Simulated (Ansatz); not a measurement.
**BaTe (NiAs type): Wannier inputs, tried as typed**

Which of these Wannier inputs for BaTe (NiAs type) end well? Each is run as it stands.

Computed with Ansatz 0.2.0 (plane waves, PAW; the settings change from run to run, as each input shows, unless a step's input says otherwise).

## 1. Starting point

Symmetry: P6_3/mmc, No. 194, hexagonal system. The conventional cell has a = 4.895 Å, b = 4.895 Å, c = 8.584 Å, α = 90.00°, β = 90.00°, γ = 120.00°. Ba (site symmetry -3m) is surrounded by 6 Te at 3.55 Å. Around Te (site symmetry -6m2) lie 6 Ba at 3.55 Å.

Coordinates:

```
CELL_PARAMETERS angstrom
4.89537 0.00000 0.00000
-2.44769 4.23952 0.00000
0.00000 0.00000 8.58407
ATOMIC_POSITIONS crystal
Ba 0.00000 0.00000 0.00000
Ba 0.00000 0.00000 0.50000
Te 0.33333 0.66667 0.25000
Te 0.66667 0.33333 0.75000
```

The cell was relaxed beforehand with r2SCAN; those runs aren't shown. No run includes spin-orbit coupling, which matters for Ba, Te.

## 2. Input 1

input.yaml reads:

```yaml
crystal:
  lattice:
    - [4.8953714734, 0.0, 0.0]
    - [-2.4476857367, 4.2395160569, 0.0]
    - [0.0, 0.0, 8.5840688827]
  atoms:
    - { symbol: Ba, position: [0.0, 0.0, 0.0] }
    - { symbol: Ba, position: [0.0, 0.0, 0.5] }
    - { symbol: Te, position: [0.3333333333, 0.6666666667, 0.25] }
    - { symbol: Te, position: [0.6666666667, 0.3333333333, 0.75] }
kpoints:
  mp_grid: { grid: [6, 6, 2] }
  band_path:
    path:
      - [[0.0, 0.0, 0.0], [0.5, 8.689117280422e-17, 0.0], [0.3333333333333, 0.3333333333333, 0.0], [0.0, 0.0, 0.0], [0.0, 0.0, 0.5], [0.5, 8.689117280422e-17, 0.5], [0.3333333333333, 0.3333333333333, 0.5], [0.0, 0.0, 0.5]]
      - [[0.5, 8.689117280422e-17, 0.5], [0.5, 8.689117280422e-17, 0.0]]
      - [[0.3333333333333, 0.3333333333333, 0.5], [0.3333333333333, 0.3333333333333, 0.0]]
    npoints: 10
hamiltonian:
  xc: pbe
scf:
  occupations: { method: fixed }
  n_extra_bands: 16
output:
  forces: false
  stress: false
  eigenvalues: true
  wannier:
    kmesh: [6, 6, 2]
    projections:
      - { species: Te, l: s, shell: 5 }
      - { species: Te, l: p, shell: 5 }
      - { species: Ba, l: s, shell: 6 }
      - { species: Ba, l: p, shell: 6 }
    minimise: true
    write_hr: true
    conv_tol: 1.0e-08
    max_iter: 3000
    disentanglement: { window: [-19.89, 23.86], frozen_window: [-1.89, 9.36] }
```

Command:

```
ansatz run input.yaml --threads 4 --pin off --max-ram 3686MiB --backend cpu --events-out ev --progress --plain --runs-dir out
```

The log of the run:

```text
Warning: RAYON_NUM_THREADS=4 ignored (pool sized by the plan → 4); use --threads N
Ba: the file doesn't list 6p, so it is added from the neutral free atom; the dataset's partial waves leave at most 4.8e-6 of an orbital's norm unspanned inside its sphere
scf.n_extra_bands = 16 over 26 filled bands (N_el = 52.0): the run solves 42 bands
Engine: ansatz 0.2.0, aarch64-unknown-linux-gnu
Pseudopotentials: kind: paw
Pseudopotential: Ba, paw, valence charge 10, recommended cutoff 420 eV (normal), Ba.paw.azcp
Pseudopotential: Te, paw, valence charge 16, recommended cutoff 420 eV (normal), Te.paw.azcp
Functional definition: PBE
  parameter kappa = 0.804
  parameter beta = 0.06672455060314922
  exchange = pbe_x(kappa = kappa, mu = beta*pi^2/3)
  correlation = pbe_c(beta = beta)
Crystal: 4 atoms, lattice volume = 178.154 Å³
Basis set: ecut = 420 eV, 3467 PW (Γ)
Bands: 42, of which v1, the nominal top of the filled ones, is band 26 counted from 1 (25 counted from 0)
Symmetry: 24 space group operations
Space group: P63/mmc (ITA 194), of the structure as read, at distance tolerance 5.6e-5 Å
k-points: 14 of 72
Non-local potential: Ba, projectors of the file, l = 0: 3, l = 1: 2, l = 2: 2, l = 3: 2
Non-local potential: Te, projectors of the file, l = 0: 2, l = 1: 2, l = 2: 2, l = 3: 2
PAW form: soft (Blöchl's): semilocal exchange-correlation on the pseudo side does not see the compensation charge
PAW one-centre angular grid: Ba, 194 points (default); XC on 64 Gauss nodes
PAW one-centre angular grid: Te, 590 points (default); XC on 64 Gauss nodes
Initial density: superposition of atomic densities (neutral atoms: chi_scale 0, normalization atom), corrected by the library's trained network
Initial wavefunctions: pseudopotential atomic-orbital guess
Functional: x = pbe(κ = 0.804, μ = 0.2195149727645171), c = pbe(β = 0.06672455060314922)
SCF iter   1: F=—  HF=-25865.982680 eV  |F-HF|=—  |Δ(HF+E_count)|=         —  Δρ=5.60e-4  dr2=5.84e-4  ethr=1.77e-3  ⟨swp⟩=6.2  Hψ=2252  notcnv=0  defer=185
preconditioner: auto → Resta (q_TF=auto, 2.222 Å⁻¹)  ε∞=2.4  [insulator: Δε(μ)=1.744 eV  Ē_g=12.468 eV  n_scr=36 (ndim 8)  ℏωp=14.7 eV  f_vac=0.030  ε∞_Penn≈2.4]
SCF iter   2: F=—  HF=-25865.981971 eV  |F-HF|=—  |Δ(HF+E_count)|=   7.09e-4  Δρ=3.24e-4  dr2=2.38e-4  ethr=1.12e-6  ⟨swp⟩=2.9  Hψ=1231  notcnv=0  defer=195
SCF iter   3: F=—  HF=-25865.982254 eV  |F-HF|=—  |Δ(HF+E_count)|=   2.83e-4  Δρ=1.35e-4  dr2=6.24e-5  ethr=4.58e-7  ⟨swp⟩=2.0  Hψ=870  notcnv=0  defer=195
SCF iter   4: F=—  HF=-25865.982198 eV  |F-HF|=—  |Δ(HF+E_count)|=   5.58e-5  Δρ=5.36e-5  dr2=8.91e-6  ethr=1.20e-7  ⟨swp⟩=2.0  Hψ=824  notcnv=0  defer=186
SCF iter   5: F=—  HF=-25865.982197 eV  |F-HF|=—  |Δ(HF+E_count)|=   1.14e-6  Δρ=1.60e-5  dr2=8.61e-7  ethr=1.71e-8  ⟨swp⟩=2.0  Hψ=824  notcnv=0  defer=187
SCF iter   6: F=-25865.982197 eV  HF=-25865.982197 eV  |F-HF|=8.66e-8  |Δ(HF+E_count)|=   3.33e-7  Δρ=5.06e-6  dr2=7.46e-8  ethr=1.92e-10  ⟨swp⟩=17.7  Hψ=4997  notcnv=0
SCF 1 converged in 6 iterations: F = -25865.982197 eV  dr2 = 7.46e-8
NSCF: frozen V_eff on 93 k-points
NSCF: frozen V_eff on 18 k-points
the Wannier pass solved 18 of the 72 points of its mesh, and has the states at the others by symmetry: states obtained by the crystal's operations at points that were solved too leave a residual of 4.60e-13 eV (read by the count's bands and the next), within 8.33e-6 eV
NSCF: frozen V_eff on 18 k-points
the Wannier pass solved 18 of the 72 points of its mesh, and has the states at the others by symmetry: states obtained by the crystal's operations at points that were solved too leave a residual of 4.54e-13 eV (read by the count's bands and the next), within 8.33e-6 eV
NSCF: frozen V_eff on 18 k-points
the Wannier pass solved 18 of the 72 points of its mesh, and has the states at the others by symmetry: states obtained by the crystal's operations at points that were solved too leave a residual of 6.33e-13 eV (read by the count's bands and the next), within 8.33e-6 eV
SCF converged after 6 iterations
Free energy (F): -25865.982197 eV
Harris-Foulkes:  -25865.982197 eV  (|F-HF|=8.66e-8)
Internal energy: -25865.982197 eV  (E = F + TS)
E sigma→0 (E₀):  -25865.982197 eV
Fermi energy:    6.114019 eV
--- Per-component energies (eV) ---
  E_band       = -688.055063
  E_kinetic    = 698.009012
  E_local      = -3790.390717  (includes V_loc(G=0)·N_el)
  E_nonlocal   = -505.915217
  E_hartree    = 2112.543200
  E_xc         = -585.874272
  E_vxc        = -480.997488  (∫ρ·V_xc dr)
  E_paw        = -19777.595345  (= ΣΔE_a)
  E_vpaw       = -833.866369  (= ΣTr[D̂ρ^β])
  E_aug_tail   = -0.000393  (compensation charges beyond the density's cutoff)
  E_ewald      = -4016.758466
  E_smearing   = -0.000000  (= −TS)
  E_closure    = 0.000000  (closes the sum)
  Σ components = -25865.982197   (vs F -25865.982197, Δ=0.00e0)
--- Band table (eV; the first three rows and the last of 14) ---
  k-point 0: bands = ["-28.8347", "-28.8347", "-28.8346", "-28.8346", "-28.8314", "-28.8313", "-28.8239", "-28.8239", "-28.8239", "-28.8239", "-21.0885", "-21.0640", "-6.6993", "-6.2394", "-6.2394", "-6.1902", "-6.1902", "-6.1473", "-3.3826", "-2.7759", "3.9280", "5.1986", "5.1986", "5.8764", "6.1140", "6.1140", "7.9114", "8.9078", "9.2412", "9.2412", "9.3155", "9.3155", "10.2565", "11.3100", "11.3100", "11.8314", "12.4136", "12.4136", "12.5008", "12.5008", "13.1289", "13.2672"]
  k-point 1: bands = ["-28.8347", "-28.8347", "-28.8347", "-28.8347", "-28.8313", "-28.8313", "-28.8239", "-28.8239", "-28.8239", "-28.8239", "-21.0763", "-21.0763", "-6.4454", "-6.4454", "-6.2149", "-6.2149", "-6.2149", "-6.2149", "-3.0654", "-3.0654", "4.6882", "4.6882", "5.5838", "5.5838", "5.5838", "5.5838", "9.1220", "9.1220", "9.7374", "9.7374", "9.7374", "9.7374", "10.4627", "10.4627", "10.8353", "10.8353", "10.8353", "10.8353", "12.3524", "12.3524", "14.1181", "14.1181"]
  k-point 2: bands = ["-28.8347", "-28.8347", "-28.8347", "-28.8346", "-28.8313", "-28.8313", "-28.8239", "-28.8239", "-28.8238", "-28.8238", "-21.0860", "-21.0617", "-6.6575", "-6.3270", "-6.2516", "-6.2354", "-6.1993", "-6.1395", "-3.2426", "-2.8568", "4.1854", "5.1587", "5.2054", "5.3615", "5.5888", "5.9506", "8.0713", "8.9802", "9.6050", "9.6102", "9.6975", "9.9104", "11.1170", "11.1382", "11.2073", "11.5867", "11.7986", "11.9743", "12.7059", "13.3774", "13.4204", "13.5047"]
  k-point 13: bands = ["-28.8348", "-28.8348", "-28.8347", "-28.8347", "-28.8312", "-28.8312", "-28.8238", "-28.8238", "-28.8237", "-28.8237", "-21.0655", "-21.0655", "-6.4168", "-6.4168", "-6.3467", "-6.3467", "-6.3104", "-6.3104", "-2.9505", "-2.9505", "4.6843", "4.6843", "5.0058", "5.0058", "5.0815", "5.0815", "9.3457", "9.3457", "10.2373", "10.2373", "10.4888", "10.4888", "10.9551", "10.9551", "12.1352", "12.1352", "12.9588", "12.9588", "13.0023", "13.0023", "13.9071", "13.9071"]
Error: a combination of the trial orbitals is all but absent from the optimal subspace at ik = 0: its weight there is 3.6e-15 of the largest combination's or less, which the computation cannot tell from zero, so that the projections give no starting gauge (the trial orbitals are those of output.wannier.projections, and ik = 0 is k-point 1 of the .win and .amn files); move output.wannier.disentanglement.frozen_window, whose bands are always kept in the subspace
```

It took 1.8 min on 4 threads of Arm Neoverse V1, shared host; peak memory 0.76 GiB.

What is wrong: It ended in an error. Some combination of the trial orbitals has almost no weight, at one k point, in the states chosen from the window. Cure: choose trial orbitals that match the bands, or move the windows as the message advises.

## 3. Input 2

Changes to input.yaml since step 2:

```diff
@@ -19,3 +19,3 @@
 hamiltonian:
-  xc: pbe
+  xc: r2scan
 scf:
@@ -38,2 +38,2 @@
     max_iter: 3000
-    disentanglement: { window: [-19.89, 23.86], frozen_window: [-1.89, 9.36] }
+    disentanglement: { window: [-20.1, 24.02], frozen_window: [-2.1, 9.52] }
```

Command:

```
ansatz run input.yaml --threads 4 --pin off --max-ram 3686MiB --backend cpu --events-out ev --progress --plain --runs-dir out
```

The log of the run:

```text
Warning: RAYON_NUM_THREADS=4 ignored (pool sized by the plan → 4); use --threads N
Ba: the file doesn't list 6p, so it is added from the neutral free atom; the dataset's partial waves leave at most 4.8e-6 of an orbital's norm unspanned inside its sphere
scf.n_extra_bands = 16 over 26 filled bands (N_el = 52.0): the run solves 42 bands
Engine: ansatz 0.2.0, aarch64-unknown-linux-gnu
Pseudopotentials: kind: paw
Pseudopotential: Ba, paw, valence charge 10, recommended cutoff 500 eV (meta_gga), Ba.paw.azcp
Pseudopotential: Te, paw, valence charge 16, recommended cutoff 500 eV (meta_gga), Te.paw.azcp
Functional definition: r2SCAN
  parameter k0 = 0.174
  parameter k1 = 0.065
  parameter a1 = 4.9479
  exchange = r2scan_x(k0 = k0, k1 = k1, a1 = a1)
  correlation = r2scan_c
Crystal: 4 atoms, lattice volume = 178.154 Å³
Basis set: ecut = 500 eV, 4465 PW (Γ), exchange–correlation on 144×144×256 points (64 copies of the dense FFT grid, shifted against one another)
Bands: 42, of which v1, the nominal top of the filled ones, is band 26 counted from 1 (25 counted from 0)
Symmetry: 24 space group operations
Space group: P63/mmc (ITA 194), of the structure as read, at distance tolerance 5.6e-5 Å
k-points: 14 of 72
Non-local potential: Ba, projectors of the file, l = 0: 3, l = 1: 2, l = 2: 2, l = 3: 2
Non-local potential: Te, projectors of the file, l = 0: 2, l = 1: 2, l = 2: 2, l = 3: 2
PAW form: soft (Blöchl's): semilocal exchange-correlation on the pseudo side does not see the compensation charge
PAW frozen core: Ba, regenerated for the run's functional (the file was generated under x = pbe(κ = 0.804, μ = 0.2195149727645171), c = pbe(β = 0.06672455060314922))
PAW frozen core: Te, regenerated for the run's functional (the file was generated under x = pbe(κ = 0.804, μ = 0.2195149727645171), c = pbe(β = 0.06672455060314922))
PAW one-centre angular grid: Ba, 302 points (default); XC on 160 Gauss nodes
PAW one-centre angular grid: Te, 590 points (default); XC on 160 Gauss nodes
Initial density: superposition of atomic densities (neutral atoms: chi_scale 0, normalization atom), corrected by the library's trained network
Initial wavefunctions: pseudopotential atomic-orbital guess
Functional: x = r2scan, c = r2scan; τ floored in thin density (d = 2e-4 eV/Å³)
SCF iter   1: F=—  HF=-25926.660990 eV  |F-HF|=—  |Δ(HF+E_count)|=         —  Δρ=3.26e-3  dr2=3.62e-2  dr2_τ=4.90e-3  ethr=1.77e-3  ⟨swp⟩=5.9  Hψ=2305  notcnv=0  defer=185
preconditioner: auto → Resta (q_TF=auto, 2.222 Å⁻¹)  ε∞=2.2  [insulator: Δε(μ)=2.207 eV  Ē_g=13.252 eV  n_scr=36 (ndim 8)  ℏωp=14.7 eV  f_vac=0.029  ε∞_Penn≈2.2]
SCF iter   2: F=—  HF=-25926.735257 eV  |F-HF|=—  |Δ(HF+E_count)|=   7.43e-2  Δρ=1.54e-3  dr2=6.66e-3  dr2_τ=3.67e-4  ethr=6.95e-5  ⟨swp⟩=3.0  Hψ=981  notcnv=0  defer=195
SCF iter   3: F=—  HF=-25926.734196 eV  |F-HF|=—  |Δ(HF+E_count)|=   1.06e-3  Δρ=3.91e-4  dr2=1.65e-4  dr2_τ=2.56e-5  ethr=1.28e-5  ⟨swp⟩=3.1  Hψ=736  notcnv=0  defer=195
SCF iter   4: F=—  HF=-25926.734347 eV  |F-HF|=—  |Δ(HF+E_count)|=   1.50e-4  Δρ=1.17e-4  dr2=2.04e-5  dr2_τ=8.40e-7  ethr=3.17e-7  ⟨swp⟩=2.0  Hψ=681  notcnv=0  defer=195
SCF iter   5: F=—  HF=-25926.734428 eV  |F-HF|=—  |Δ(HF+E_count)|=   8.19e-5  Δρ=1.93e-5  dr2=1.09e-6  dr2_τ=3.04e-8  ethr=3.91e-8  ⟨swp⟩=2.5  Hψ=812  notcnv=0  defer=188
SCF iter   6: F=—  HF=-25926.734429 eV  |F-HF|=—  |Δ(HF+E_count)|=   5.90e-7  Δρ=6.96e-6  dr2=1.04e-7  dr2_τ=7.54e-9  ethr=1.92e-10  ⟨swp⟩=17.7  Hψ=4578  notcnv=0
SCF iter   7: F=-25926.734429 eV  HF=-25926.734429 eV  |F-HF|=3.57e-10  |Δ(HF+E_count)|=   9.58e-8  Δρ=8.37e-7  dr2=2.65e-9  dr2_τ=5.43e-11  ethr=1.92e-10  ⟨swp⟩=2.6  Hψ=1093  notcnv=0
SCF 1 converged in 7 iterations: F = -25926.734429 eV  dr2 = 2.65e-9
NSCF: frozen V_eff on 93 k-points
NSCF: frozen V_eff on 18 k-points
the Wannier pass solved 18 of the 72 points of its mesh, and has the states at the others by symmetry: states obtained by the crystal's operations at points that were solved too leave a residual of 3.79e-13 eV (read by the count's bands and the next), within 8.33e-6 eV
NSCF: frozen V_eff on 18 k-points
the Wannier pass solved 18 of the 72 points of its mesh, and has the states at the others by symmetry: states obtained by the crystal's operations at points that were solved too leave a residual of 4.90e-13 eV (read by the count's bands and the next), within 8.33e-6 eV
NSCF: frozen V_eff on 18 k-points
the Wannier pass solved 18 of the 72 points of its mesh, and has the states at the others by symmetry: states obtained by the crystal's operations at points that were solved too leave a residual of 5.24e-13 eV (read by the count's bands and the next), within 8.33e-6 eV
SCF converged after 7 iterations
Free energy (F): -25926.734429 eV
Harris-Foulkes:  -25926.734429 eV  (|F-HF|=3.57e-10)
Internal energy: -25926.734429 eV  (E = F + TS)
E sigma→0 (E₀):  -25926.734429 eV
Fermi energy:    5.900529 eV
--- Per-component energies (eV) ---
  E_band       = -722.096144
  E_kinetic    = 697.903153
  E_local      = -3789.742757  (includes V_loc(G=0)·N_el)
  E_nonlocal   = -508.598230
  E_hartree    = 2113.199892
  E_xc         = -546.030172
  E_vxc        = -519.820823  (∫ρ·V_xc dr)
  E_paw        = -19877.418313  (= ΣΔE_a)
  E_vpaw       = -856.137005  (= ΣTr[D̂ρ^β])
  E_aug_tail   = -0.000080  (compensation charges beyond the density's cutoff)
  E_vtau       = 27.897356  (kinetic-family band-sum trace: ∫τ·v_τ [+ j·A + Jᵃ·Aᵃ] dr)
  E_ewald      = -4016.758466
  E_core_change = 0.710543  (= ΣΔE_core)
  E_smearing   = -0.000000  (= −TS)
  E_closure    = 0.000000  (closes the sum)
  Σ components = -25926.734429   (vs F -25926.734429, Δ=0.00e0)
--- Band table (eV; the first three rows and the last of 14) ---
  k-point 0: bands = ["-29.7453", "-29.7453", "-29.7452", "-29.7452", "-29.7408", "-29.7408", "-29.7332", "-29.7332", "-29.7332", "-29.7332", "-22.1067", "-22.0811", "-7.3272", "-6.8510", "-6.8510", "-6.8005", "-6.8005", "-6.7648", "-3.8710", "-3.2325", "3.7306", "4.9934", "4.9934", "5.6541", "5.9005", "5.9005", "8.0738", "9.3634", "9.4489", "9.4489", "9.5354", "9.5354", "10.4878", "11.6209", "11.6209", "12.1253", "12.7578", "12.7578", "12.8417", "12.8417", "13.4822", "13.7052"]
  k-point 1: bands = ["-29.7453", "-29.7453", "-29.7453", "-29.7453", "-29.7408", "-29.7408", "-29.7332", "-29.7332", "-29.7332", "-29.7332", "-22.0939", "-22.0939", "-7.0682", "-7.0682", "-6.8259", "-6.8259", "-6.8259", "-6.8259", "-3.5382", "-3.5382", "4.5046", "4.5046", "5.3809", "5.3809", "5.3809", "5.3809", "9.3335", "9.3335", "9.9638", "9.9638", "9.9638", "9.9638", "10.8336", "10.8336", "11.1045", "11.1045", "11.1045", "11.1045", "12.6941", "12.6941", "14.5999", "14.5999"]
  k-point 2: bands = ["-29.7454", "-29.7453", "-29.7453", "-29.7452", "-29.7408", "-29.7407", "-29.7332", "-29.7332", "-29.7331", "-29.7331", "-22.1040", "-22.0787", "-7.2826", "-6.9418", "-6.8633", "-6.8461", "-6.8096", "-6.7565", "-3.7236", "-3.3180", "3.9862", "4.9475", "4.9980", "5.1835", "5.3726", "5.7402", "8.2382", "9.2095", "9.8180", "9.8422", "9.9179", "10.2973", "11.4113", "11.4529", "11.5061", "11.8876", "12.1040", "12.2900", "13.0663", "13.7863", "13.8551", "13.9110"]
  k-point 13: bands = ["-29.7454", "-29.7454", "-29.7453", "-29.7453", "-29.7406", "-29.7406", "-29.7331", "-29.7331", "-29.7330", "-29.7330", "-22.0824", "-22.0824", "-7.0344", "-7.0344", "-6.9592", "-6.9592", "-6.9249", "-6.9249", "-3.4161", "-3.4161", "4.4559", "4.4559", "4.8168", "4.8168", "4.8575", "4.8575", "9.5326", "9.5326", "10.4915", "10.4915", "10.7185", "10.7185", "11.3111", "11.3111", "12.5867", "12.5867", "13.2928", "13.2928", "13.3738", "13.3738", "14.3403", "14.3403"]
Error: a combination of the trial orbitals is all but absent from the optimal subspace at ik = 0: its weight there is 3.6e-15 of the largest combination's or less, which the computation cannot tell from zero, so that the projections give no starting gauge (the trial orbitals are those of output.wannier.projections, and ik = 0 is k-point 1 of the .win and .amn files); move output.wannier.disentanglement.frozen_window, whose bands are always kept in the subspace
```

It took 1.9 min on 4 threads of Arm Neoverse V1, shared host; peak memory 1.1 GiB.

What is wrong: The run stopped with an error. Some combination of the trial orbitals has almost no weight, at one k point, in the states chosen from the window. To mend it, choose trial orbitals that match the bands, or move the windows as the message advises.

## 4. Input 3

Changes to input.yaml since step 3:

```diff
@@ -19,6 +19,6 @@
 hamiltonian:
-  xc: r2scan
+  xc: pbe
 scf:
   occupations: { method: fixed }
-  n_extra_bands: 16
+  n_extra_bands: 14
 output:
@@ -29,7 +29,3 @@
     kmesh: [6, 6, 2]
-    projections:
-      - { species: Te, l: s, shell: 5 }
-      - { species: Te, l: p, shell: 5 }
-      - { species: Ba, l: s, shell: 6 }
-      - { species: Ba, l: p, shell: 6 }
+    projections: [{ species: Ba, l: f }]
     minimise: true
@@ -37,3 +33,3 @@
     conv_tol: 1.0e-08
-    max_iter: 3000
-    disentanglement: { window: [-20.1, 24.02], frozen_window: [-2.1, 9.52] }
+    max_iter: 1000
+    disentanglement: { window: [-19.89, 23.86], frozen_window: [-1.89, 9.36] }
```

Command:

```
ansatz run input.yaml --threads 4 --pin off --max-ram 3686MiB --backend cpu --events-out ev --progress --plain --runs-dir out
```

The log of the run:

```text
Error: inconsistent input (output.wannier.projections): the file of Ba doesn't list 4f, and it can't be added: PBE doesn't bind the shell 4f of the free atom, whose level lies at +0.87 eV. Type an atom or ion with it (hamiltonian.pseudopotentials.projection_atoms), take another file or name another shell
```

Wall time 0.09 s (4 threads of Arm Neoverse V1, shared host); peak memory 0.084 GiB.

Diagnosis: Refused before any calculation. F orbitals are asked of an element that binds none here. Fix: project on valence shells.

## 5. How the runs ended

| input | settings | ended | fault | time |
| --- | --- | --- | --- | --- |
| 1 | PBE, 16 functions, 6×6×2, window -19.89 to 23.86 eV, frozen -1.89 to 9.36 eV | stopped by an error | some combination of the trial orbitals has almost no weight, at one k point, in the states chosen from the window | 1.8 min |
| 2 | r2SCAN, 16 functions, 6×6×2, window -20.1 to 24.02 eV, frozen -2.1 to 9.52 eV | stopped by an error | some combination of the trial orbitals has almost no weight, at one k point, in the states chosen from the window | 1.9 min |
| 3 | PBE, 14 functions, 6×6×2, window -19.89 to 23.86 eV, frozen -1.89 to 9.36 eV | refused | f orbitals are asked of an element that binds none here | 0.09 s |

In words: 2 stopped by an error, 1 refused. No run passed without a fault or warning, so no result is quoted.
